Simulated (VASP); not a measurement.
# Ni (Fm-3m) in VASP: notebook

The runs below take Ni through single point, with PBE.

Program: VASP 6.6.1. These are calculated values, not measurements. Logs are shortened: lines on timing, memory, paths and dates and some standing lists are left out, and cuts for length are marked.

## 1. The crystal as given

It takes space group Fm-3m (No. 225, cubic). Conventional cell: a = 3.524 Å, b = 3.524 Å, c = 3.524 Å, α = 90.00°, β = 90.00°, γ = 90.00°. Ni (site symmetry m-3m) is surrounded by 12 Ni at 2.49 Å.

## 2. Single point, PBE, collinear spin, ferromagnetic start

The input, INCAR:

```
SYSTEM = Ni
PREC     = Accurate       ! precision mode
ENCUT    = 520            ! plane-wave cutoff, eV
EDIFF    = 1E-6           ! SCF threshold, eV
ISMEAR   = -1             ! smearing method
SIGMA    = 0.1            ! smearing width, eV
LREAL    = .False.        ! projectors in reciprocal space
LASPH    = .True.         ! aspherical terms in the spheres
NELM     = 150            ! most SCF steps
ALGO     = Normal         ! electronic algorithm
ISIF     = 2              ! what is computed and relaxed
LWAVE    = .False.        ! write WAVECAR
LCHARG   = .True.         ! write CHGCAR
ISPIN    = 2              ! spin polarisation
MAGMOM   = 1              ! initial moments
LORBIT   = 11             ! projections on sites
LMAXMIX  = 4              ! l up to which the mixer works
GGA      = PE             ! functional
LELF     = .True.         ! ELF
LVHAR    = .True.
```

The input, KPOINTS:

```
regular mesh
0
Gamma
  24 24 24
  0 0 0
```

The input, POSCAR:

```
Ni
1.0
    0.0000000000      1.7620000000      1.7620000000
    1.7620000000      0.0000000000      1.7620000000
    1.7620000000      1.7620000000      0.0000000000
Ni
1
Direct
    0.0000000000      0.0000000000      0.0000000000
```

Potentials or basis: VASP PAW PBE potentials, release 64 (Ni).

Run with:

```
> cat potpaw_PBE.64/Ni/POTCAR > POTCAR
> mpirun -np 1 vasp_std > vasp.out
```

OUTCAR:

```text
SYSTEM = Ni
   PREC = Accurate
   ENCUT = 520
   EDIFF = 1E-6
   ISMEAR = -1
   LREAL = .False.
   LASPH = .True.
   NELM = 150
   ISIF = 2
   ISPIN = 2
   LORBIT = 11
   GGA = PE

 ion  position               nearest neighbor table
   1  0.000  0.000  0.000-

  LATTYP: Found a face centered cubic cell.
 ALAT       =     3.5240000000

  Lattice vectors:

 A1 = (   0.0000000000,   1.7620000000,   1.7620000000)
 A2 = (   1.7620000000,   0.0000000000,   1.7620000000)
 A3 = (   1.7620000000,   1.7620000000,   0.0000000000)

Analysis of symmetry for initial positions (statically):
=====================================================================
 Subroutine PRICEL returns:
 Original cell was already a primitive cell.

 Routine SETGRP: Setting up the symmetry group for a
 face centered cubic supercell.

 Subroutine GETGRP returns: Found 48 space group operations
 (whereof 48 operations were pure point group operations)
 out of a pool of 48 trial point group operations.

The static configuration has the point symmetry O_h .

Analysis of symmetry for dynamics (positions and initial velocities):
=====================================================================
 Subroutine PRICEL returns:
 Original cell was already a primitive cell.

 Routine SETGRP: Setting up the symmetry group for a
 face centered cubic supercell.

 Subroutine GETGRP returns: Found 48 space group operations
 (whereof 48 operations were pure point group operations)
 out of a pool of 48 trial point group operations.

The dynamic configuration has the point symmetry O_h .

Analysis of structural, dynamic, and magnetic symmetry:
=====================================================================
 Subroutine PRICEL returns:
 Original cell was already a primitive cell.

 Routine SETGRP: Setting up the symmetry group for a
 face centered cubic supercell.

 Subroutine GETGRP returns: Found 48 space group operations
 (whereof 48 operations were pure point group operations)
 out of a pool of 48 trial point group operations.

The overall configuration has the point symmetry O_h .

 Subroutine INISYM returns: Found 48 space group operations
 (whereof 48 operations are pure point group operations),
 and found     1 'primitive' translations

----------------------------------------------------------------------------------------

                                     Primitive cell

  volume of cell :      10.9408

  direct lattice vectors                    reciprocal lattice vectors
     0.000000000  1.762000000  1.762000000    -0.283768445  0.283768445  0.283768445
     1.762000000  0.000000000  1.762000000     0.283768445 -0.283768445  0.283768445
     1.762000000  1.762000000  0.000000000     0.283768445  0.283768445 -0.283768445

  length of vectors
     2.491844297  2.491844297  2.491844297     0.491501364  0.491501364  0.491501364

  position of ions in fractional coordinates (direct lattice)
     0.000000000  0.000000000  0.000000000

  ion indices of the primitive-cell ions
   primitive index   ion index
                 1           1

----------------------------------------------------------------------------------------

 KPOINTS: regular mesh

Automatic generation of k-mesh.
 Grid dimensions read from file:
 generate k-points for:   24   24   24

 Generating k-lattice:

  Cartesian coordinates                     Fractional coordinates (reciprocal lattice)
    -0.011823685  0.011823685  0.011823685     0.041666667  0.000000000  0.000000000
     0.011823685 -0.011823685  0.011823685     0.000000000  0.041666667  0.000000000
     0.011823685  0.011823685 -0.011823685     0.000000000  0.000000000  0.041666667

  Length of vectors
     0.020479224  0.020479224  0.020479224

  Shift w.r.t. Gamma in fractional coordinates (k-lattice)
     0.000000000  0.000000000  0.000000000

 Subroutine IBZKPT returns following result:
 ===========================================

 Found    413 irreducible k-points:

 Following reciprocal coordinates:
            Coordinates               Weight
  0.000000  0.000000  0.000000      1.000000
  0.041667  0.000000  0.000000      8.000000
  0.083333  0.000000  0.000000      8.000000
  0.125000  0.000000  0.000000      8.000000
  0.166667  0.000000  0.000000      8.000000
  0.208333  0.000000  0.000000      8.000000
[... 16 lines left out ...]
  0.416667  0.041667  0.000000     24.000000
  0.458333  0.041667  0.000000     24.000000
 [... further k-points ...]
   k-points           NKPTS =    413   k-points in BZ     NKDIM =    413   number of bands    NBANDS=     10
   number of dos      NEDOS =    301   number of ions     NIONS =      1
   total plane-waves  NPLWV =   8000
   dimension x,y,z NGX =    20 NGY =   20 NGZ =   20
   dimension x,y,z NGXF=    40 NGYF=   40 NGZF=   40
   ions per type =               1
   NGX,Y,Z   is equivalent  to a cutoff of  13.34, 13.34, 13.34 a.u.
   NGXF,Y,Z  is equivalent  to a cutoff of  26.69, 26.69, 26.69 a.u.
 SYSTEM =  Ni
   PREC   = accura    normal or accurate (medium, high low for compatibility)
   ISTART =      0    job   : 0-new  1-cont  2-samecut
   ICHARG =      2    charge: 1-file 2-atom 10-const
   ISPIN  =      2    spin polarized calculation?
   LNONCOLLINEAR =      F non collinear calculations
   LSORBIT =      F    spin-orbit coupling
   LASPH  =      T    aspherical Exc in radial PAW
   ENCUT  =  520.0 eV  38.22 Ry    6.18 a.u.   4.63  4.63  4.63*2*pi/ulx,y,z
   NELM   =    150;   NELMIN=  2; NELMDL= -5     # of ELM steps
   EDIFF  = 0.1E-05   stopping-criterion for ELM
   LREAL  =      F    real-space projection
   EDIFFG = 0.1E-04   stopping-criterion for IOM
   NSW    =      0    number of steps for IOM
   IBRION =     -1    ionic relax: 0-MD 1-quasi-New 2-CG
   NFREE  =      0    steps in history (QN), initial steepest desc. (CG)
   ISIF   =      2    stress and relaxation
   ISYM   =      2    0-nonsym 1-usesym 2-fastsym
   POTIM  = 0.5000    time-step for ionic-motion
   TEBEG  =    0.0;   TEEND  =   0.0 temperature during run
   PSTRESS=    0.0 pullay stress
   NELECT =      10.0000    total number of electrons
   NUPDOWN=      -1.0000    fix difference up-down
   EMIN   =  10.00;   EMAX   =-10.00  energy-range for DOS
   EFERMI =   0.00;   METHOD = LEGACY
   ISMEAR =    -1;   SIGMA  =   0.10  broadening in eV -4-tet -1-fermi 0-gaus
   EFERMI_NEDOS =   21; number of points for ismear=-14 and -15
   IALGO  =     38    algorithm
   IMIX   =      4    mixing-type and parameters
     AMIX     =   0.40;   BMIX     =  1.00
     AMIX_MAG =   1.60;   BMIX_MAG =  1.00
  volume/ion in A,a.u.               =      10.94        73.83
  Fermi-wavevector in a.u.,A,eV,Ry     =   1.588762  3.002325 34.343359  2.524166
  Thomas-Fermi vector in A             =   2.687716
   LORBIT       =     11    0 simple, 1 ext, 2 COOP (PROOUT), +10 PAW based schemes
   GGA     = PE    functional components
   LHFCALC =     F    Hartree Fock is set to
   AEXX    =    0.0000 exact exchange contribution
   IVDW    =     0    specifies the selected vdW correction
   LEPSILON=     F    determine dielectric tensor
   LRPA    =     F    only Hartree local field effects (RPA)
 spin polarized calculation
  energy-cutoff  :      520.00
  volume of cell :       10.94
 maximum number of plane-waves:       307
   NGX =  9   NGY =  9   NGZ =  9

 number of electron      10.0000010 magnetization       0.6158896

 Free energy of the ion-electron system (eV)
  ---------------------------------------------------
  ext. energy  EPLUGINS =         0.00000000
  ---------------------------------------------------
  free energy    TOTEN  =        -5.49814995 eV

  energy without entropy =       -5.44349838  energy(sigma->0) =       -5.47082416

 E-fermi :   9.2857     XC(G=0): -13.2227

 val. band max:        9.2842036334   @ k =  -0.2500   0.3750   0.1250
 cond. band min:       9.2858150609   @ k =  -0.3750   0.2500   0.0417
 fundamental gap:      0.0016114276
 Fermi energy:         9.2856563148

 spin component 1

 k-point     1 :       0.0000    0.0000    0.0000
  band No.  band energies     occupation
      1       0.3251      1.00000
      2       6.8936      1.00000
      3       6.8936      1.00000
      4       6.8936      1.00000
      5       8.0454      1.00000
      6       8.0454      1.00000
      7      32.9732      0.00000
      8      36.7878      0.00000
      9      36.7878      0.00000
     10      36.7878      0.00000

 k-point     2 :       0.0417    0.0000    0.0000
  band No.  band energies     occupation
      1       0.3929      1.00000
      2       6.8761      1.00000
      3       6.9090      1.00000
      4       6.9090      1.00000
      5       8.0387      1.00000
      6       8.0388      1.00000
      7      32.7806      0.00000
      8      35.7290      0.00000
      9      36.6098      0.00000
     10      36.6098      0.00000

 k-point     3 :       0.0833    0.0000    0.0000
  band No.  band energies     occupation
      1       0.5948      1.00000
      2       6.8261      1.00000
      3       6.9518      1.00000
      4       6.9518      1.00000
      5       8.0217      1.00000
      6       8.0217      1.00000
      7      31.8553      0.00000
      8      34.4871      0.00000
      9      36.2078      0.00000
     10      36.2078      0.00000
[... 248 lines left out ...]
 k-point    23 :       0.4167    0.0417    0.0000
  band No.  band energies     occupation
      1       4.3583      1.00000
      2       6.9279      1.00000
      3       6.9861      1.00000
      4       7.6263      1.00000
      5       8.6281      0.99861
      6       8.7628      0.99466
      7      16.9995      0.00000
      8      31.4578      0.00000
      9      32.8210      0.00000
     10      34.1777      0.00000

 k-point    24 :       0.4583    0.0417    0.0000
  band No.  band energies     occupation
      1       4.4908      1.00000
      2       6.8927      1.00000
      3       6.9504      1.00000
      4       8.0737      0.99999
      5       8.6895      0.99743
      6       9.1296      0.82641
      7      15.7087      0.00000
      8      31.2602      0.00000
      9      32.9743      0.00000
     10      33.6765      0.00000

 [... further k-points ...]

 spin component 2

 k-point     1 :       0.0000    0.0000    0.0000
  band No.  band energies     occupation
      1       0.2924      1.00000
      2       7.6225      1.00000
      3       7.6225      1.00000
      4       7.6225      1.00000
      5       8.6363      0.99849
      6       8.6363      0.99849
      7      32.8136      0.00000
      8      36.7752      0.00000
      9      36.7752      0.00000
     10      36.7752      0.00000

 k-point     2 :       0.0417    0.0000    0.0000
  band No.  band energies     occupation
      1       0.3602      1.00000
      2       7.6026      1.00000
      3       7.6384      1.00000
      4       7.6384      1.00000
      5       8.6292      0.99859
      6       8.6292      0.99859
      7      32.6413      0.00000
      8      35.7289      0.00000
      9      36.6111      0.00000
     10      36.6111      0.00000

 k-point     3 :       0.0833    0.0000    0.0000
  band No.  band energies     occupation
      1       0.5624      1.00000
      2       7.5458      1.00000
      3       7.6826      1.00000
      4       7.6826      1.00000
      5       8.6115      0.99882
      6       8.6115      0.99882
      7      31.8052      0.00000
      8      34.4316      0.00000
      9      36.2340      0.00000
     10      36.2340      0.00000
[... 248 lines left out ...]
 k-point    23 :       0.4167    0.0417    0.0000
  band No.  band energies     occupation
      1       4.6638      1.00000
      2       7.5291      1.00000
      3       7.6071      1.00000
      4       7.9035      1.00000
      5       9.3569      0.32905
      6       9.4052      0.23225
      7      17.2834      0.00000
      8      31.3391      0.00000
      9      32.9067      0.00000
     10      34.2736      0.00000

 k-point    24 :       0.4583    0.0417    0.0000
  band No.  band energies     occupation
      1       4.8756      1.00000
      2       7.4924      1.00000
      3       7.5645      1.00000
      4       8.3504      0.99991
      5       9.4273      0.19520
      6       9.6340      0.02980
      7      16.0584      0.00000
      8      31.1393      0.00000
      9      33.0572      0.00000
     10      33.7643      0.00000

 [... further k-points ...]

------------------------ aborting loop because EDIFF is reached ----------------------------------------

  FORCE on cell =-STRESS in cart. coord.  units (eV):
  Direction    XX          YY          ZZ          XY          YZ          ZX
  --------------------------------------------------------------------------------------
  -------------------------------------------------------------------------------------
  Total       -0.0495366     -0.0495366     -0.0495366      0.0000000      0.0000000     -0.0000000
  in kB       -7.2541901     -7.2541901     -7.2541901      0.0000000      0.0000000     -0.0000000
  external PRESSURE =      -7.2541901 kB  Pullay stress =       0.0000000 kB

 VOLUME and BASIS-vectors are now :
 -----------------------------------------------------------------------------
  energy-cutoff  :      520.00
  volume of cell :       10.94
      direct lattice vectors                 reciprocal lattice vectors
     0.000000000  1.762000000  1.762000000    -0.283768445  0.283768445  0.283768445
     1.762000000  0.000000000  1.762000000     0.283768445 -0.283768445  0.283768445
     1.762000000  1.762000000  0.000000000     0.283768445  0.283768445 -0.283768445

 POSITION                                       TOTAL-FORCE (eV/Angst)
 -----------------------------------------------------------------------------------
      0.00000      0.00000      0.00000         0.000000      0.000000      0.000000
 -----------------------------------------------------------------------------------
    total drift:                                0.000000     -0.000000      0.000000

  FREE ENERGIE OF THE ION-ELECTRON SYSTEM (eV)
  ---------------------------------------------------
  free  energy   TOTEN  =        -5.4981499489 eV

  energy  without entropy=       -5.4434983772  energy(sigma->0) =       -5.47082416

 total charge

# of ion       s       p       d       tot
------------------------------------------
    1        0.495   0.493   8.312   9.300

 magnetization (x)

# of ion       s       p       d       tot
------------------------------------------
    1       -0.006  -0.024   0.658   0.628
```

Wall time 38 s (1 thread of Intel Xeon 6975P-C (Granite Rapids), shared host); peak memory 0.19 GiB.

What came out:

```yaml
Free_energy: -5.4981 eV
Pressure: -0.7 GPa
Band_gap_on_the_k_mesh: none (metal or under the smearing width)
Net_moment: 0.62 μB per cell
Site_moments: Ni +0.63 μB
Valence_electrons_inside_the_program's_atomic_spheres: Ni 9.30
```

Levels at points of the mesh, in eV from the Fermi level:
Spin up:
| k point | band 3 | band 4 | band 5 | band 6 | band 7 | band 8 |
| --- | --- | --- | --- | --- | --- | --- |
| (0.00, 0.00, 0.00) | -2.39 | -2.39 | -1.24 | -1.24 | 23.69 | 27.50 |
| (0.50, 0.00, 0.00) | -2.38 | -0.58 | -0.58 | -0.27 | 5.64 | 22.18 |
| (0.50, 0.50, 0.00) | -0.54 | -0.45 | -0.45 | 2.46 | 9.18 | 14.78 |
Spin down:
```csv
k point,band 1,band 2,band 3,band 4,band 5,band 6,band 7,band 8,band 9,band 10
"(0.00, 0.00, 0.00)",-8.99,-1.66,-1.66,-1.66,-0.65,-0.65,23.53,27.49,27.49,27.49
"(0.50, 0.00, 0.00)",-4.37,-1.77,-1.77,-0.33,0.16,0.16,6.05,22.04,24.67,24.67
"(0.50, 0.50, 0.00)",-4.25,-3.54,0.08,0.39,0.39,2.42,9.43,14.79,14.79,19.83
```

## 3. Single point, PBE, collinear spin, ferromagnetic start

INCAR is that of step 2.

The input, KPOINTS:

```
regular mesh
0
Gamma
  36 36 36
  0 0 0
```

POSCAR is that of step 2.

Potentials or basis: VASP PAW PBE potentials, release 64 (Ni).

Run with:

```
> cat potpaw_PBE.64/Ni/POTCAR > POTCAR
> mpirun -np 1 vasp_std > vasp.out
```

Wall time 1.9 min (1 thread of Intel Xeon 6975P-C (Granite Rapids), shared host); peak memory 0.33 GiB.

The run converged. Its results:

| Property | Result |
| --- | --- |
| Free energy | -5.4982 eV |
| Pressure | -0.7 GPa |
| Band gap on the k mesh | none (metal or under the smearing width) |
| Net moment | 0.61 μB per cell |
| Site moments | Ni +0.63 μB |
| Valence electrons inside the program's atomic spheres | Ni 9.30 |

Levels at points of the mesh, in eV from the Fermi level:
Spin up:
```tsv
k point	band 2	band 3	band 4	band 5	band 6	band 7	band 8	band 9
(0.00, 0.00, 0.00)	-2.39	-2.39	-2.39	-1.24	-1.24	23.69	27.50	27.50
(0.50, 0.00, 0.00)	-2.38	-2.38	-0.58	-0.58	-0.27	5.64	22.18	24.59
(0.50, 0.50, 0.00)	-4.14	-0.54	-0.45	-0.45	2.46	9.18	14.78	14.78
```
Spin down:
```tsv
k point	band 3	band 4	band 5	band 6	band 7	band 8
(0.00, 0.00, 0.00)	-1.66	-1.66	-0.65	-0.65	23.53	27.49
(0.50, 0.00, 0.00)	-1.77	-0.33	0.16	0.16	6.05	22.04
(0.50, 0.50, 0.00)	0.08	0.39	0.39	2.42	9.43	14.79
```
